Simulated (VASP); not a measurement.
# Ba (Fm-3m) in VASP: a series of runs

One crystal, Ba, is run at these levels: BEEF-vdW, TB-mBJ, PBE0; tasks: optical spectrum, density of states.

All numbers are computed with VASP 6.6.1; they aren't measurements. Logs are shortened: lines on timing, memory, paths and dates and some standing lists are left out, and cuts for length are marked.

## 1. The structure

Symmetry: Fm-3m, No. 225, cubic system. The conventional cell has a = 6.465 Å, b = 6.465 Å, c = 6.465 Å, α = 90.00°, β = 90.00°, γ = 90.00°.

This isn't the form of Ba at room conditions, which is bcc.

## 2. Optical spectrum, BEEF-vdW, spin-orbit coupling, no magnetisation (cell strained at random at fixed volume)

INCAR

```
SYSTEM = Ba
ALGO = Normal
CSHIFT = 0.1
EDIFF = 1E-7
ENCUT = 520
GGA = BF
GGA_COMPAT = .False.
ISIF = 2
ISMEAR = -5
LASPH = .True.
LCHARG = .False.
LOPTICS = .True.
LORBIT = 11
LREAL = .False.
LSORBIT = .True.
LUSE_VDW = .True.
LWAVE = .False.
MAGMOM = 0 0 0
NBANDS = 74
NEDOS = 2000
NELM = 80
PREC = Accurate
SIGMA = 0.05
ZAB_VDW = -1.8867
```

KPOINTS

```
k-points
0
Gamma
  5 5 5
  0 0 0
```

POSCAR

```
Ba
1.0
    0.0083910000      3.2990990000      3.2191430000
    3.2149450000      0.0087780000      3.2187570000
    3.2009050000      3.2846720000      0.0228190000
Ba
1
Direct
    0.0000000000      0.0000000000      0.0000000000
```

Potentials or basis: VASP PAW PBE potentials, release 64 (Ba_sv).

Run with:

```
> cat potpaw_PBE.64/Ba_sv/POTCAR > POTCAR
> mpirun -np 1 vasp_ncl > vasp.out
```

OUTCAR:

```text
SYSTEM = Ba
   EDIFF = 1E-7
   ENCUT = 520
   GGA = BF
   ISIF = 2
   ISMEAR = -5
   LASPH = .True.
   LORBIT = 11
   LREAL = .False.
   LSORBIT = .True.
   NELM = 80
   PREC = Accurate

 ion  position               nearest neighbor table
   1  0.000  0.000  0.000-

  LATTYP: Found a triclinic cell.
 ALAT       =     7.8486226459
 B/A-ratio  =     0.5755932878
 C/A-ratio  =     0.5796333681
 COS(alpha) =     0.0011950107
 COS(beta)  =     0.2892486352
 COS(gamma) =     0.8610983894

  Lattice vectors:

 A1 = (   3.1784740000,   3.2614670000,  -6.3922620000)
 A2 = (   3.1925140000,  -0.0144270000,  -3.1963240000)
 A3 = (  -3.2149450000,  -0.0087780000,  -3.2187570000)

Analysis of symmetry for initial positions (statically):
=====================================================================
 Subroutine PRICEL returns:
 Original cell was already a primitive cell.

 Routine SETGRP: Setting up the symmetry group for a
 triclinic supercell.

 Subroutine GETGRP returns: Found  2 space group operations
 (whereof  2 operations were pure point group operations)
 out of a pool of  2 trial point group operations.

The static configuration has the point symmetry S_2 .

Analysis of symmetry for dynamics (positions and initial velocities):
=====================================================================
 Subroutine PRICEL returns:
 Original cell was already a primitive cell.

 Routine SETGRP: Setting up the symmetry group for a
 triclinic supercell.

 Subroutine GETGRP returns: Found  2 space group operations
 (whereof  2 operations were pure point group operations)
 out of a pool of  2 trial point group operations.

The dynamic configuration has the point symmetry S_2 .

Analysis of structural, dynamic, and magnetic symmetry:
=====================================================================
 Subroutine PRICEL returns:
 Original cell was already a primitive cell.

 Routine SETGRP: Setting up the symmetry group for a
 triclinic supercell.

 Subroutine GETGRP returns: Found  2 space group operations
 (whereof  2 operations were pure point group operations)
 out of a pool of  2 trial point group operations.

The overall configuration has the point symmetry S_2 .

 Subroutine INISYM returns: Found  2 space group operations
 (whereof  2 operations are pure point group operations),
 and found     1 'primitive' translations

----------------------------------------------------------------------------------------

                                     Primitive cell

  volume of cell :      67.5635

  direct lattice vectors                    reciprocal lattice vectors
     0.008391000  3.299099000  3.219143000    -0.156480378  0.151406822  0.155882150
     3.214945000  0.008778000  3.218757000     0.155387866 -0.152508096  0.155891008
     3.200905000  3.284672000  0.022819000     0.156752414  0.152780131 -0.156983423

  length of vectors
     4.609447502  4.549323580  4.586434745     0.267786070  0.267779974  0.269363849

  position of ions in fractional coordinates (direct lattice)
     0.000000000  0.000000000  0.000000000

  ion indices of the primitive-cell ions
   primitive index   ion index
                 1           1

----------------------------------------------------------------------------------------

 KPOINTS: k-points

Automatic generation of k-mesh.
 Grid dimensions read from file:
 generate k-points for:    5    5    5

 Generating k-lattice:

  Cartesian coordinates                     Fractional coordinates (reciprocal lattice)
    -0.031296076  0.030281364  0.031176430     0.200000000 -0.000000000  0.000000000
     0.031077573 -0.030501619  0.031178202     0.000000000  0.200000000 -0.000000000
     0.031350483  0.030556026 -0.031396685     0.000000000  0.000000000  0.200000000

  Length of vectors
     0.053557214  0.053555995  0.053872770

  Shift w.r.t. Gamma in fractional coordinates (k-lattice)
     0.000000000  0.000000000  0.000000000

 TETIRR: Found    372 inequivalent tetrahedra from      750

 Subroutine IBZKPT returns following result:
 ===========================================

 Found     63 irreducible k-points:

 Following reciprocal coordinates:
            Coordinates               Weight
  0.000000  0.000000  0.000000      1.000000
  0.200000  0.000000  0.000000      2.000000
  0.400000  0.000000  0.000000      2.000000
  0.000000  0.200000 -0.000000      2.000000
  0.200000  0.200000  0.000000      2.000000
  0.400000  0.200000  0.000000      2.000000
[... 16 lines left out ...]
 -0.200000  0.200000  0.200000      2.000000
 -0.000000  0.400000  0.200000      2.000000
 [... further k-points ...]
[... 32 lines left out ...]
   EFERMI =   0.00;   METHOD = LEGACY
   ISMEAR =    -5;   SIGMA  =   0.05  broadening in eV -4-tet -1-fermi 0-gaus
   EFERMI_NEDOS =   21; number of points for ismear=-14 and -15
   IALGO  =     38    algorithm
   IMIX   =      4    mixing-type and parameters
     AMIX     =   0.40;   BMIX     =  1.00
     AMIX_MAG =   1.60;   BMIX_MAG =  1.00
  volume/ion in A,a.u.               =      67.56       455.94
  Fermi-wavevector in a.u.,A,eV,Ry     =   0.865973  1.636451 10.203124  0.749908
  Thomas-Fermi vector in A             =   1.984294
   LORBIT       =     11    0 simple, 1 ext, 2 COOP (PROOUT), +10 PAW based schemes
   GGA     = BF    functional components
   LHFCALC =     F    Hartree Fock is set to
   AEXX    =    0.0000 exact exchange contribution
   IVDW_NL    =     1    kernel type
   BPARAM     = 6.3000
   IVDW    =     0    specifies the selected vdW correction
   LEPSILON=     F    determine dielectric tensor
   LRPA    =     F    only Hartree local field effects (RPA)
 Fermi weights with tetrahedron method with Bloechl corrections
  energy-cutoff  :      520.00
  volume of cell :       67.56
 maximum number of plane-waves:      3698
 NGX is ok and might be reduce to    36
   NGX = 17   NGY = 17   NGZ = 17

Total vdW correction in eV:      1.4765111

 magnetization (y)

# of ion       s       p       d       tot
------------------------------------------
    1       -0.000   0.000  -0.000   0.000
[... 93 lines left out ...]
 Broyden mixing:
  rms(total) = 0.21463E-03    rms(broyden)= 0.21451E-03
  rms(prec ) = 0.34514E-03
  weight for this iteration     100.00

 eigenvalues of (default mixing * dielectric matrix)
  average eigenvalue GAMMA=   1.8375
  4.0057  3.1097  2.4535  1.9927  1.1231  0.7615  0.6289  0.6251

 Free energy of the ion-electron system (eV)
  ---------------------------------------------------
  ext. energy  EPLUGINS =         0.00000000
  ---------------------------------------------------
  free energy    TOTEN  =        -0.04625322 eV
[... 13 lines left out ...]
 Broyden mixing:
  rms(total) = 0.39804E-04    rms(broyden)= 0.39541E-04
  rms(prec ) = 0.55980E-04
  weight for this iteration     100.00

 eigenvalues of (default mixing * dielectric matrix)
  average eigenvalue GAMMA=   1.7682
  4.1751  3.2045  2.3945  1.9776  1.1842  0.8636  0.8636  0.6250  0.6255

 Free energy of the ion-electron system (eV)
  ---------------------------------------------------
  ext. energy  EPLUGINS =         0.00000000
  ---------------------------------------------------
  free energy    TOTEN  =        -0.04625337 eV
[... 7 lines left out ...]
Total vdW correction in eV:      1.4937653
 BZINTS: Fermi energy:    1.211455;   10.000000 electrons
         Band energy:-0.132642E+03;  BLOECHL correction:    0.000000

 total charge

# of ion       s       p       d       tot
------------------------------------------
    1        2.071   5.567   0.248   7.885

 magnetization (x)

# of ion       s       p       d       tot
------------------------------------------
    1        0.000   0.000   0.000   0.000

 magnetization (y)
[... 12 lines left out ...]
 Free energy of the ion-electron system (eV)
  ---------------------------------------------------
  ext. energy  EPLUGINS =         0.00000000
  ---------------------------------------------------
  free energy    TOTEN  =        -0.04625346 eV

  energy without entropy =       -0.04625346  energy(sigma->0) =       -0.04625346

 E-fermi :   1.2115     XC(G=0):  -7.3214

 val. band max:        1.2029637583   @ k =  -0.4000  -0.2000   0.2000
 cond. band min:       1.3185046862   @ k =  -0.0000   0.4000   0.4000
 fundamental gap:      0.1155409279
 Fermi energy:         1.2114551415

 k-point     1 :       0.0000    0.0000    0.0000
  band No.  band energies     occupation
      1     -27.8384      1.00000
      2     -27.8384      1.00000
      3     -14.2081      1.00000
      4     -14.2081      1.00000
      5     -12.1950      1.00000
      6     -12.1950      1.00000
[... 589 lines left out ...]
     21       7.4670      0.00000
     22       7.4670      0.00000

 [... further k-points ...]

 [bands above 22 left out]

------------------------ aborting loop because EDIFF is reached ----------------------------------------

  frequency dependent      REAL DIELECTRIC FUNCTION (independent particle, no local field effects) density-density
     E(ev)        X           Y           Z          XY          YZ          ZX
  --------------------------------------------------------------------------------------------------------------
     0.00000    27.43065    29.73626    27.53472    -0.01903     0.08478     0.07200
     0.71425    26.54084    26.96216    26.62239     0.08394    -0.30277    -0.30123
     1.42850     0.46162    -1.09758     0.40529     0.04034    -0.14984    -0.15693
     2.14275    -7.78601    -7.95518    -7.80997    -0.04074     0.15444     0.15410
     2.85699    -4.24134    -4.23937    -4.25101    -0.01292     0.05711     0.05424
     3.57124    -2.32398    -2.25571    -2.32465    -0.00798     0.04369     0.04558
[... 92 lines left out ...]
    69.99634     0.95367     0.95351     0.95366    -0.00001     0.00000     0.00002
    70.71059     0.95468     0.95452     0.95467    -0.00001     0.00000     0.00002

  frequency dependent IMAGINARY DIELECTRIC FUNCTION (independent particle, no local field effects) current-current
     E(ev)      X         Y         Z        XY        YZ        ZX
  --------------------------------------------------------------------------------------------------------------
     0.00000   146.92012   151.60388   147.19819    -0.08315     0.12392    -0.15496
     0.71425    36.67905    37.59284    36.76708    -0.04203     0.12195     0.15481
     1.42850    18.24286    17.89979    18.24350     0.06532    -0.25245    -0.25985
     2.14275     5.55252     4.69898     5.51507     0.01276    -0.04861    -0.06409
     2.85699     3.60292     3.42493     3.59659     0.00078    -0.00589    -0.01164
     3.57124     1.08176     0.96379     1.07341    -0.00280     0.01517     0.02054
[... 92 lines left out ...]
    69.99634     0.00001     0.00001     0.00001    -0.00000     0.00000     0.00000
    70.71059     0.00001     0.00001     0.00001    -0.00000     0.00000     0.00000

  frequency dependent      REAL DIELECTRIC FUNCTION (independent particle, no local field effects) current-current
     E(ev)        X           Y           Z          XY          YZ          ZX
  --------------------------------------------------------------------------------------------------------------
     0.00000    25.74125    26.43728    25.78534    -0.00993     0.00758    -0.03457
     0.71425    13.38494    12.80963    13.40546     0.12557    -0.43419    -0.42560
     1.42850    -5.90373    -6.88684    -5.95035    -0.00490     0.03642     0.02456
     2.14275    -5.88939    -5.55514    -5.88103    -0.02913     0.11860     0.12318
     2.85699    -3.34203    -3.13616    -3.34198    -0.00742     0.04114     0.04259
     3.57124    -1.40457    -1.23140    -1.39980    -0.00607     0.03815     0.04273
[... 92 lines left out ...]
    69.99634     0.95540     0.95547     0.95540     0.00000    -0.00002     0.00001
    70.71059     0.95637     0.95644     0.95638     0.00000    -0.00002     0.00001

 Spin-Orbit-Coupling matrix elements

 Ion:    1  E_soc:     -0.3972205
 l=   1
     0.0000000    -0.0661103    -0.0661092
    -0.0661103     0.0000000    -0.0660768
    -0.0661092    -0.0660768     0.0000000
 l=   2
     0.0000000    -0.0000003     0.0000000     0.0000037    -0.0001060
    -0.0000003     0.0000000    -0.0000920     0.0000035    -0.0000138
     0.0000000    -0.0000920     0.0000000    -0.0000813     0.0000000
     0.0000037     0.0000035    -0.0000813     0.0000000    -0.0000278
    -0.0001060    -0.0000138     0.0000000    -0.0000278     0.0000000
 l=   3
     0.0000000     0.0000000     0.0000000     0.0000000     0.0000000     0.0000000     0.0000000
     0.0000000     0.0000000     0.0000000     0.0000000     0.0000000     0.0000000     0.0000000
     0.0000000     0.0000000     0.0000000     0.0000000     0.0000000     0.0000000     0.0000000
     0.0000000     0.0000000     0.0000000     0.0000000     0.0000000     0.0000000     0.0000000
     0.0000000     0.0000000     0.0000000     0.0000000     0.0000000     0.0000000     0.0000000
     0.0000000     0.0000000     0.0000000     0.0000000     0.0000000     0.0000000     0.0000000
     0.0000000     0.0000000     0.0000000     0.0000000     0.0000000     0.0000000     0.0000000

 total charge

# of ion       s       p       d       tot
------------------------------------------
    1        2.071   5.567   0.248   7.885

 magnetization (x)

# of ion       s       p       d       tot
------------------------------------------
    1        0.000   0.000   0.000   0.000

 magnetization (y)
[... 11 lines left out ...]
 BZINTS: Fermi energy:    1.211455;   10.000000 electrons
         Band energy:-0.132642E+03;  BLOECHL correction:    0.000000
 BZINTS: Fermi energy:    1.211455;   10.000000 electrons
         Band energy:-0.132642E+03;  BLOECHL correction:    0.000000
 BZINTS: Fermi energy:    1.211455;   10.000000 electrons
         Band energy:-0.132642E+03;  BLOECHL correction:    0.000000
 BZINTS: Fermi energy:    1.211455;   10.000000 electrons
         Band energy:-0.132642E+03;  BLOECHL correction:    0.000000

=======================================================================
```

Run time: 11 min. Hardware: 1 thread of Intel Xeon Platinum 8559C (Emerald Rapids), shared host; peak memory 0.96 GiB.

Results:

* Free energy: -0.0463 eV
* Pressure: -0.4 GPa
* Valence electrons inside the program's atomic spheres: Ba 7.88

Dielectric function (mean over the directions given):
```tsv
energy (eV)	real part	imaginary part
0.29	31.05	2.63
0.79	22.38	27.45
1.29	4.92	27.38
1.79	-7.27	16.90
2.29	-6.38	6.51
2.79	-4.30	5.07
3.29	-3.41	2.47
3.79	-1.45	1.20
4.29	-0.31	1.39
4.79	-0.79	4.44
5.29	-1.81	0.74
5.79	-0.48	0.28
6.29	0.01	0.23
6.86	0.34	0.27
7.36	0.52	0.24
7.86	0.64	0.23
8.36	0.76	0.19
8.86	0.90	0.15
9.36	1.01	0.18
9.86	1.04	0.15
10.36	1.16	0.06
10.86	1.32	0.05
11.36	1.44	0.07
11.86	1.58	0.06
12.36	1.76	0.09
12.86	1.97	0.12
13.43	2.43	0.18
13.93	3.18	1.28
14.43	1.96	1.60
14.93	1.40	1.64
15.43	2.09	1.24
15.93	1.58	2.29
16.43	1.01	1.85
16.93	0.87	1.91
17.43	0.87	2.28
17.93	-0.23	2.18
18.43	-0.44	0.86
18.93	0.49	0.68
19.43	0.25	1.73
20.00	-0.29	0.93
```

Caveat: spectra need much finer meshes, so this one isn't converged; independent-particle spectra lack excitons; the PAW data sets were made with another functional, which shifts forces and pressure a little.

## 3. Density of states, TB-mBJ

POSCAR

```
Ba
4.5717
    0.000000000000      0.707103485093      0.707103485093
    0.707103485093      0.000000000000      0.707103485093
    0.707103485093      0.707103485093      0.000000000000
Ba
1
Direct
    0.0000000000      0.0000000000      0.0000000000
```

INCAR.step1

```
ALGO     = Normal         # electronic algorithm
EDIFF    = 1E-5           # SCF threshold, eV
ENCUT    = 520            # plane-wave cutoff, eV
GGA      = PE             # functional
ISIF     = 2              # what is computed and relaxed
ISMEAR   = -1             # smearing method
LASPH    = True           # aspherical terms in the spheres
LCHARG   = False          # write CHGCAR
LREAL    = False          # projectors in reciprocal space
LWAVE    = True           # write WAVECAR
NBANDS   = 11             # bands
NELM     = 80             # most SCF steps
PREC     = Accurate       # precision mode
SIGMA    = 0.02           # smearing width, eV
```

INCAR.step2

```
ALGO     = Normal         # electronic algorithm
EDIFF    = 1E-7           # SCF threshold, eV
ENCUT    = 520            # plane-wave cutoff, eV
ISIF     = 2              # what is computed and relaxed
ISMEAR   = -5             # smearing method
ISTART   = 1            
LASPH    = True           # aspherical terms in the spheres
LCHARG   = False          # write CHGCAR
LORBIT   = 10             # projections on sites
LREAL    = False          # projectors in reciprocal space
LWAVE    = False          # write WAVECAR
METAGGA  = MBJ            # meta-GGA
NBANDS   = 11             # bands
NEDOS    = 2001           # points of the DOS
NELM     = 80             # most SCF steps
PREC     = Accurate       # precision mode
SIGMA    = 0.02           # smearing width, eV
```

KPOINTS

```
k-points
0
Gamma
  7 7 7
```

Potentials or basis: VASP PAW PBE potentials, release 64 (Ba_sv).

Run with:

```
> cat potpaw_PBE.64/Ba_sv/POTCAR > POTCAR
> cp INCAR.step1 INCAR
> mpirun -np 1 vasp_std > vasp.out
> cp INCAR.step2 INCAR
> mpirun -np 1 vasp_std > vasp.out
```

Run time: 28 s. Hardware: 1 thread of AMD EPYC 9R45 (Zen 5), shared host; peak memory 0.18 GiB.

It converged, with:

* Band gap on the k mesh: 0.02 eV, indirect (least direct gap 0.40 eV)
* Valence electrons inside the program's atomic spheres: Ba 7.98

Levels at points of the mesh, in eV from the valence-band top:
```csv
k point,band 2,band 3,band 4,band 5,band 6,band 7,band 8,band 9
"(0.00, 0.00, 0.00)",-14.48,-14.48,-14.48,-2.55,1.60,1.60,1.60,2.87
```

States per cell in windows of 0.5 eV (zero at the valence-band top; states under -8 eV left out):
| from (eV) | total | Ba1_d | Ba1_s | Ba1_p |
| --- | --- | --- | --- | --- |
| -8.0 | 0.00 | 0.00 | 0.00 | 0.00 |
| -7.5 | 0.00 | 0.00 | 0.00 | 0.00 |
| -7.0 | 0.00 | 0.00 | 0.00 | 0.00 |
| -6.5 | 0.00 | 0.00 | 0.00 | 0.00 |
| -6.0 | 0.00 | 0.00 | 0.00 | 0.00 |
| -5.5 | 0.00 | 0.00 | 0.00 | 0.00 |
| -5.0 | 0.00 | 0.00 | 0.00 | 0.00 |
| -4.5 | 0.00 | 0.00 | 0.00 | 0.00 |
| -4.0 | 0.00 | 0.00 | 0.00 | 0.00 |
| -3.5 | 0.00 | 0.00 | 0.00 | 0.00 |
| -3.0 | 0.00 | 0.00 | 0.00 | 0.00 |
| -2.5 | 0.05 | 0.00 | 0.01 | 0.00 |
| -2.0 | 0.14 | 0.00 | 0.01 | 0.00 |
| -1.5 | 0.24 | 0.01 | 0.02 | 0.01 |
| -1.0 | 0.61 | 0.08 | 0.04 | 0.01 |
| -0.5 | 0.94 | 0.19 | 0.03 | 0.02 |
| 0.0 | 0.98 | 0.31 | 0.00 | 0.02 |
| 0.5 | 1.16 | 0.35 | 0.00 | 0.04 |
| 1.0 | 1.51 | 0.52 | 0.01 | 0.04 |
| 1.5 | 1.02 | 0.48 | 0.00 | 0.01 |
| 2.0 | 1.03 | 0.50 | 0.00 | 0.01 |
| 2.5 | 0.82 | 0.44 | 0.00 | 0.01 |
| 3.0 | 0.82 | 0.48 | 0.00 | 0.01 |
| 3.5 | 1.49 | 0.95 | 0.01 | 0.01 |
| 4.0 | 1.15 | 0.52 | 0.07 | 0.02 |
| 4.5 | 0.08 | 0.03 | 0.01 | 0.00 |
| 5.0 | 0.74 | 0.26 | 0.06 | 0.02 |
| 5.5 | 0.60 | 0.17 | 0.05 | 0.02 |
| 6.0 | 0.30 | 0.05 | 0.02 | 0.01 |
| 6.5 | 0.27 | 0.03 | 0.01 | 0.01 |
| 7.0 | 0.07 | 0.01 | 0.00 | 0.00 |
| 7.5 | 0.01 | 0.00 | 0.00 | 0.00 |

Caveat: the PAW data sets were made with another functional, which shifts forces and pressure a little; spin-orbit coupling is left out, which moves the levels of the heavy elements; an odd mesh through Γ misses points on the zone boundary, where band edges often lie.

(Part 1 of 2 ends here.)
